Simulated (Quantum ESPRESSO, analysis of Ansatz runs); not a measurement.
# A hop of O in HfO2 (P2_1/c), charge 0 (Quantum ESPRESSO), part 3 of 3

Wanted: path and barrier of a jump of O in HfO2 (P2_1/c) at charge 0. The case: V_O hop (2.8 Å), in a cell of 48 host atoms with 1 O taken out.

Quantum ESPRESSO 7.5; Quantum ESPRESSO plane-wave DFT, PBEsol, GBRV 1.5 PBEsol potentials; nudged elastic band between two relaxed defect structures.

So far: Set-up; Relaxation of the start point, charge 0; Relaxation of the end point, charge 0.

## Step 4: Nudged elastic band, charge 0

3 movable images are laid between the ends by interpolation. Each image feels the true force across the path and a spring force along it. The highest image is set to climb to the top of the path.

This step: Quantum ESPRESSO plane-wave DFT, PBEsol, GBRV 1.5 PBEsol potentials; nudged elastic band between two relaxed defect structures.

File neb.in:

```
BEGIN
BEGIN_PATH_INPUT
&PATH
  restart_mode = 'from_scratch'
  string_method = 'neb'
  nstep_path = 45
  ds = 1.5
  opt_scheme = 'broyden'
  num_of_images = 5
  k_max = 0.3
  k_min = 0.2
  CI_scheme = 'auto'
  path_thr = 0.06
/
END_PATH_INPUT
BEGIN_ENGINE_INPUT
&CONTROL
  prefix = 'pwscf'
  outdir = './tmp'
  pseudo_dir = './pseudo'
  disk_io = 'low'
/
&SYSTEM
  ibrav = 0
  nat = 47
  ntyp = 2
  ecutwfc = 36
  ecutrho = 288
  nbnd = 193
  occupations = 'fixed'
  nosym = .true.
/
&ELECTRONS
  conv_thr = 5d-08
  electron_maxstep = 100
  mixing_beta = 0.5
/
ATOMIC_SPECIES
Hf   178.4900 hf_pbesol_v1.uspp.F.UPF
O     15.9990 o_pbesol_v1.2.uspp.F.UPF
CELL_PARAMETERS angstrom
  -5.9416700219    5.1632183080    5.1583953540
   4.2040263251   -5.1632183080    5.1655566081
   5.9416700219    5.1632183080   -5.1583953540
BEGIN_POSITIONS
FIRST_IMAGE
ATOMIC_POSITIONS crystal
Hf     0.0825463931    0.4930905442    0.8670150856
Hf     0.0830582236    0.9911260725    0.3670501872
Hf     0.5817460843    0.4936580721    0.3670941368
Hf     0.5847081712    0.9906454746    0.8675683500
Hf     0.3749624057    0.2557385593    0.8398102938
Hf     0.3748096145    0.7562023622    0.3389696393
Hf     0.8749428762    0.2575040692    0.3403871754
Hf     0.8678175154    0.7552055333    0.8378613827
Hf     0.4180283270    0.0072983523    0.1328716681
Hf     0.4163337543    0.5060169762    0.6327177556
Hf     0.9161328314    0.0064932630    0.6324203094
Hf     0.9175669039    0.5064066820    0.1323694759
Hf     0.1234613175    0.2406625228    0.1584440081
Hf     0.1263723317    0.7422050269    0.6608701378
Hf     0.6251155478    0.2411199447    0.6596687464
Hf     0.6272194931    0.7428913801    0.1590317396
O      0.3617380136    0.2107019935    0.5943514992
O      0.3630100148    0.7143226757    0.0943066477
O      0.8616585719    0.2133669628    0.0949471416
O      0.8617944362    0.7134632068    0.5951596104
O      0.3818371076    0.0333578240    0.8958643339
O      0.3783442451    0.5331476379    0.3941855051
O      0.8812899955    0.0353269017    0.3972782442
O      0.8797949611    0.5347442558    0.8966705272
O      0.1378716594    0.2841524439    0.4026065977
O      0.1380670379    0.7857575594    0.9045481190
O      0.6392944599    0.2839419093    0.9040342105
O      0.6378072292    0.7846284820    0.4027642345
O      0.1182470737    0.4624497057    0.1003160231
O      0.1189913692    0.9635665091    0.6029889872
O      0.6203481077    0.4701141535    0.6080576358
O      0.6207033267    0.9655129935    0.1027142773
O      0.3355482327    0.2054975226    0.1918208663
O      0.3455405422    0.7099284193    0.7025723685
O      0.8374868318    0.2080686194    0.6909078894
O      0.8395318866    0.7066053734    0.1988730270
O      0.4852820476    0.0414835143    0.3794115928
O      0.4921205380    0.5420266639    0.8794928559
O      0.9742843318    0.0373533004    0.8766433855
O      0.9911735277    0.5420734149    0.3813510280
O      0.1631342152    0.2913038753    0.8073836167
O      0.1625857307    0.7913844731    0.3041174280
O      0.6626161520    0.2931175104    0.3072516444
O      0.0160418382    0.4577886540    0.6203239580
O      0.0054757954    0.9528252209    0.1162181949
O      0.5137390757    0.4572695822    0.1195366851
O      0.5169480266    0.9554744826    0.6207560538
INTERMEDIATE_IMAGE
ATOMIC_POSITIONS crystal
Hf     0.0830050986    0.4929727445    0.8668612501
Hf     0.0828057432    0.9912362068    0.3669930198
[... 45 atom lines left out ...]
INTERMEDIATE_IMAGE
ATOMIC_POSITIONS crystal
Hf     0.0834547672    0.4928612865    0.8667124590
Hf     0.0826183433    0.9913757555    0.3669931111
[... 45 atom lines left out ...]
INTERMEDIATE_IMAGE
ATOMIC_POSITIONS crystal
Hf     0.0838997903    0.4927515953    0.8665641074
Hf     0.0824034595    0.9915030266    0.3669643565
[... 45 atom lines left out ...]
LAST_IMAGE
ATOMIC_POSITIONS crystal
Hf     0.0843418968    0.4926276046    0.8664087655
Hf     0.0821581991    0.9916267024    0.3669039033
[... 1 atom line left out ...]
Hf     0.5828100615    0.9910542976    0.8681276049
[... 3 atom lines left out ...]
Hf     0.8746309698    0.7565197665    0.8409428532
[... 1 atom line left out ...]
Hf     0.4180201067    0.5056486419    0.6378501175
[... 5 atom lines left out ...]
Hf     0.6236821065    0.7408233706    0.1571133736
O      0.3627882202    0.2207077663    0.6006734790
[... 6 atom lines left out ...]
O      0.8822497091    0.5345046308    0.8974720774
[... 6 atom lines left out ...]
O      0.6190127761    0.4635031217    0.6024140745
O      0.6193657212    0.9632414572    0.1023465021
[... 1 atom line left out ...]
O      0.3374204188    0.7031709990    0.6983982377
[... 1 atom line left out ...]
O      0.8353817062    0.7056826546    0.1901848330
[... 1 atom line left out ...]
O      0.6609920087    0.7878766140    0.8115905911
[... 6 atom lines left out ...]
O      0.0160071402    0.9579422318    0.1208180694
[... 1 atom line left out ...]
O      0.5125246599    0.9559007491    0.6205497208
END_POSITIONS
K_POINTS gamma
END_ENGINE_INPUT
END
```

Started as:

```sh
> OMP_NUM_THREADS=1 mpirun -n 4 neb.x -ni 2 -inp neb.in > neb.out
```

What it wrote:

```text
[shortened: banners, details of potentials and solvers, and blank lines are left out]
[banner, memory and clock lines left out]
     path-images division:  nimage    =       2
     initial path length           =  5.0063 bohr
     initial inter-image distance  =  1.2516 bohr
     string_method                 =    neb
     restart_mode                  =    from_scratch
     opt_scheme                    =    broyden
     num_of_images                 =    5
     nstep_path                    =    45
     CI_scheme                     =    auto
     first_last_opt                =    F
     use_freezing                  =    F
     ds                            =    1.5000 a.u.
     k_max                         =    0.3000 a.u.
     k_min                         =    0.2000 a.u.
     path_thr                      =    0.0600 eV / A
     ------------------------------ iteration   1 ------------------------------
     activation energy (->) =   3.455232 eV
     activation energy (<-) =   3.454880 eV
     image        energy (eV)        error (eV/A)        frozen
         1     -48209.4172026            0.018127            T
         2     -48207.4673352            5.981694            F
         3     -48205.9619706            8.832274            F
         4     -48207.6978268            5.811689            F
         5     -48209.4168510            0.017940            T
     climbing image =  3
     path length          =  5.006 bohr
     inter-image distance =  1.252 bohr
     ------------------------------ iteration   2 ------------------------------
     activation energy (->) =   2.370011 eV
     activation energy (<-) =   2.369659 eV
     image        energy (eV)        error (eV/A)        frozen
         1     -48209.4172026            0.018127            T
         2     -48208.1923111            1.280902            F
         3     -48207.0471918            2.431163            F
         4     -48208.2890961            2.291089            F
         5     -48209.4168510            0.017940            T
     climbing image =  3
     path length          =  5.166 bohr
[...]
------------------------------ iteration   3 ------------------------------
     activation energy (->) =   1.961211 eV
     activation energy (<-) =   1.960859 eV
     image        energy (eV)        error (eV/A)        frozen
         1     -48209.4172026            0.018127            T
         2     -48208.3266729            1.205473            F
         3     -48207.4559918            1.873195            F
         4     -48208.4178273            1.297421            F
         5     -48209.4168510            0.017940            T
     climbing image =  3
     path length          =  5.186 bohr
[...]
------------------------------ iteration   4 ------------------------------
     activation energy (->) =   1.691951 eV
     activation energy (<-) =   1.691599 eV
     image        energy (eV)        error (eV/A)        frozen
         1     -48209.4172026            0.018127            T
         2     -48208.4286639            0.536192            F
         3     -48207.7252519            0.509432            F
         4     -48208.5139793            0.551116            F
         5     -48209.4168510            0.017940            T
     climbing image =  3
     path length          =  5.349 bohr
[...]
------------------------------ iteration   5 ------------------------------
     activation energy (->) =   1.616001 eV
     activation energy (<-) =   1.615649 eV
     image        energy (eV)        error (eV/A)        frozen
         1     -48209.4172026            0.018127            T
         2     -48208.4757113            0.395631            F
         3     -48207.8012021            0.471121            F
         4     -48208.5812679            0.343796            F
         5     -48209.4168510            0.017940            T
     climbing image =  3
     path length          =  5.440 bohr
[...]
------------------------------ iteration   6 ------------------------------
     activation energy (->) =   1.568087 eV
     activation energy (<-) =   1.567735 eV
     image        energy (eV)        error (eV/A)        frozen
         1     -48209.4172026            0.018127            T
         2     -48208.5079905            0.266174            F
         3     -48207.8491161            0.385287            F
         4     -48208.6505631            0.195604            F
         5     -48209.4168510            0.017940            T
     climbing image =  3
     path length          =  5.541 bohr
[...]
------------------------------ iteration   7 ------------------------------
     activation energy (->) =   1.544042 eV
     activation energy (<-) =   1.543690 eV
     image        energy (eV)        error (eV/A)        frozen
         1     -48209.4172026            0.018127            T
         2     -48208.5193525            0.237631            F
         3     -48207.8731607            0.340268            F
         4     -48208.7119820            0.161014            F
         5     -48209.4168510            0.017940            T
     climbing image =  3
     path length          =  5.681 bohr
[...]
------------------------------ iteration   8 ------------------------------
     activation energy (->) =   1.538845 eV
     activation energy (<-) =   1.538494 eV
     image        energy (eV)        error (eV/A)        frozen
         1     -48209.4172026            0.018127            T
         2     -48208.5176788            0.213820            F
         3     -48207.8783574            0.297316            F
         4     -48208.7275076            0.128757            F
         5     -48209.4168510            0.017940            T
     climbing image =  3
     path length          =  5.693 bohr
[...]
------------------------------ iteration   9 ------------------------------
     activation energy (->) =   1.535478 eV
     activation energy (<-) =   1.535126 eV
     image        energy (eV)        error (eV/A)        frozen
         1     -48209.4172026            0.018127            T
         2     -48208.5155757            0.187468            F
         3     -48207.8817251            0.258977            F
         4     -48208.7455684            0.143308            F
         5     -48209.4168510            0.017940            T
     climbing image =  3
     path length          =  5.720 bohr
[...]
------------------------------ iteration  10 ------------------------------
     activation energy (->) =   1.532187 eV
     activation energy (<-) =   1.531835 eV
     image        energy (eV)        error (eV/A)        frozen
         1     -48209.4172026            0.018127            T
         2     -48208.5111072            0.145487            F
         3     -48207.8850157            0.198874            F
         4     -48208.7701384            0.162199            F
         5     -48209.4168510            0.017940            T
     climbing image =  3
     path length          =  5.755 bohr
[...]
------------------------------ iteration  11 ------------------------------
     activation energy (->) =   1.529955 eV
     activation energy (<-) =   1.529603 eV
     image        energy (eV)        error (eV/A)        frozen
         1     -48209.4172026            0.018127            T
         2     -48208.5031163            0.088158            F
         3     -48207.8872477            0.111295            F
         4     -48208.8022796            0.176220            F
         5     -48209.4168510            0.017940            T
     climbing image =  3
     path length          =  5.804 bohr
[...]
------------------------------ iteration  12 ------------------------------
     activation energy (->) =   1.529782 eV
     activation energy (<-) =   1.529430 eV
     image        energy (eV)        error (eV/A)        frozen
         1     -48209.4172026            0.018127            T
         2     -48208.4914923            0.064186            F
         3     -48207.8874210            0.094949            F
         4     -48208.8390104            0.163388            F
         5     -48209.4168510            0.017940            T
     climbing image =  3
     path length          =  5.867 bohr
[...]
------------------------------ iteration  13 ------------------------------
     activation energy (->) =   1.526670 eV
     activation energy (<-) =   1.526319 eV
     image        energy (eV)        error (eV/A)        frozen
         1     -48209.4172026            0.018127            T
         2     -48208.4900297            0.057335            F
         3     -48207.8905323            0.092857            F
         4     -48208.8535433            0.091988            F
         5     -48209.4168510            0.017940            T
     climbing image =  3
     path length          =  5.872 bohr
[...]
------------------------------ iteration  14 ------------------------------
     activation energy (->) =   1.522081 eV
     activation energy (<-) =   1.521729 eV
     image        energy (eV)        error (eV/A)        frozen
         1     -48209.4172026            0.018127            T
         2     -48208.4906681            0.047448            F
         3     -48207.8951220            0.086147            F
         4     -48208.8641608            0.047325            F
         5     -48209.4168510            0.017940            T
     climbing image =  3
     path length          =  5.864 bohr
[...]
------------------------------ iteration  15 ------------------------------
     activation energy (->) =   1.515718 eV
     activation energy (<-) =   1.515367 eV
     image        energy (eV)        error (eV/A)        frozen
         1     -48209.4172026            0.018127            T
         2     -48208.4935897            0.065117            F
         3     -48207.9014843            0.137919            F
         4     -48208.8731331            0.078180            F
         5     -48209.4168510            0.017940            T
     climbing image =  3
     path length          =  5.849 bohr
[...]
------------------------------ iteration  16 ------------------------------
     activation energy (->) =   1.513111 eV
     activation energy (<-) =   1.512759 eV
     image        energy (eV)        error (eV/A)        frozen
         1     -48209.4172026            0.018127            T
         2     -48208.4975305            0.088179            F
         3     -48207.9040916            0.153047            F
         4     -48208.8709836            0.093199            F
         5     -48209.4168510            0.017940            T
     climbing image =  3
     path length          =  5.841 bohr
[...]
------------------------------ iteration  17 ------------------------------
     activation energy (->) =   1.511749 eV
     activation energy (<-) =   1.511397 eV
     image        energy (eV)        error (eV/A)        frozen
         1     -48209.4172026            0.018127            T
         2     -48208.5038598            0.097286            F
         3     -48207.9054536            0.149430            F
         4     -48208.8626390            0.080526            F
         5     -48209.4168510            0.017940            T
     climbing image =  3
     path length          =  5.836 bohr
[...]
------------------------------ iteration  18 ------------------------------
     activation energy (->) =   1.511677 eV
     activation energy (<-) =   1.511325 eV
     image        energy (eV)        error (eV/A)        frozen
         1     -48209.4172026            0.018127            T
         2     -48208.5222102            0.095899            F
         3     -48207.9055259            0.107471            F
         4     -48208.8374620            0.102224            F
         5     -48209.4168510            0.017940            T
     climbing image =  3
     path length          =  5.835 bohr
[...]
------------------------------ iteration  19 ------------------------------
     activation energy (->) =   1.511548 eV
     activation energy (<-) =   1.511196 eV
     image        energy (eV)        error (eV/A)        frozen
         1     -48209.4172026            0.018127            T
         2     -48208.5258354            0.077439            F
         3     -48207.9056546            0.086040            F
         4     -48208.8325525            0.085365            F
         5     -48209.4168510            0.017940            T
     climbing image =  3
     path length          =  5.840 bohr
[...]
------------------------------ iteration  20 ------------------------------
     activation energy (->) =   1.511511 eV
     activation energy (<-) =   1.511160 eV
     image        energy (eV)        error (eV/A)        frozen
         1     -48209.4172026            0.018127            T
         2     -48208.5302658            0.062326            F
         3     -48207.9056912            0.070685            F
         4     -48208.8262371            0.071362            F
         5     -48209.4168510            0.017940            T
     climbing image =  3
     path length          =  5.844 bohr
[...]
------------------------------ iteration  21 ------------------------------
     activation energy (->) =   1.511271 eV
     activation energy (<-) =   1.510919 eV
     image        energy (eV)        error (eV/A)        frozen
         1     -48209.4172026            0.018127            T
         2     -48208.5370232            0.036409            F
         3     -48207.9059319            0.048200            F
         4     -48208.8164149            0.047553            F
         5     -48209.4168510            0.017940            T
     climbing image =  3
     path length          =  5.853 bohr
     inter-image distance =  1.463 bohr
     neb: convergence achieved in  21 iterations
```

Elapsed: 36 min, on 4 MPI ranks of Arm Neoverse V1, shared host; peak memory 2.4 GiB; 2.4 h of CPU time.

The path, image by image:

```csv
image,path (Å),energy (eV),"O38: x, y, z (Å)"
0,0.000,0.0000,"4.580, 4.283, 0.802"
1,0.909,0.8802,"4.470, 4.439, 1.613"
2,1.654,1.5113,"4.451, 4.322, 2.305"
3,2.303,0.6008,"4.427, 4.002, 2.806"
4,3.097,0.0004,"4.207, 3.535, 3.293"
```

This step gave:

```
barrier forward  : 1.511 eV
barrier backward : 1.511 eV
end less start   : 3.52e-4 eV
hop length       : 2.628 Å
```

The band met its tolerance of 0.06 eV/Å after 21 iterations, with image 2 on top (the start counts as 0). O38, which moves farthest between the ends, has 3 Hf at 2.01 to 2.13 Å nearest at the start and 2 Hf at 1.98 to 2.28 Å at the top.

## Step 5: Outcome

```yaml
barrier_forward: 1.51 eV
barrier_backward: 1.51 eV
end_less_start: 0.00 eV
hop_length: 2.63 Å
band_iterations_as_the_log_counts_them: 21
```

What this shows: The top of the band lies 1.51 eV above the start and 1.51 eV above the end. With an assumed prefactor of 1e13 per second it gives one hop a second along this one path at about 590 K; whether such hops link up through the crystal wasn't checked. The order of the top as a saddle was not checked for all atoms, so a bent path could be lower. Keep in mind: sampling at the zone centre alone can move energies of charged and open-shell states by tenths of an eV or more in cells of this size; periodic copies of the defect are only 8.4 Å apart; spin–orbit coupling, which can matter with heavy atoms, is left out. The cutoff of 36 Ry is under the 40 Ry advised for these potentials.

[Logs are printed without paths, hosts, clocks, repeated set-up lines and the standing remarks that a program may print on its own settings, such as how far it seeks lower states.]

[Hosts, paths, dates, database ids (printed as entryN), source tags and the programs' standing remarks are cut or masked in the printed files.]
